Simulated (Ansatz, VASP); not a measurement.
## One calculation of Al, two programs

```
Al
1.0
     0.00000    2.02129    2.02129
     2.02129    0.00000    2.02129
     2.02129    2.02129    0.00000
Al
1
Direct
  0.00000 0.00000 0.00000
```

Alike in both runs: functional PBE; k mesh 18 × 18 × 18; occupations fermi-dirac, width 0.15 eV; no spin polarisation.

Ansatz relaxed the structure, and its values are those at the end. VASP's run is a single point on that final structure, the one shown.

|  | VASP | Ansatz |
| --- | --- | --- |
| version | VASP 6.6.1 | Ansatz 0.2.0 |
| potentials or method | VASP PAW PBE potentials, release 64 (Al) | scalar-relativistic, plane waves, norm-conserving pseudopotentials |
| plane-wave cutoff (eV) | 520 | 544 |
| valence electrons in the cell | 3 | 3 |

```tsv
	VASP	Ansatz	Ansatz less VASP
gap on the k mesh at the Fermi level (eV)	none	none	-
pressure (GPa)	-0.1	0.0	+0.06
```

A gap of «none» marks a metal or a gap that the smearing closes. With one functional, cell and mesh, what is left measures potentials, basis and numerics.
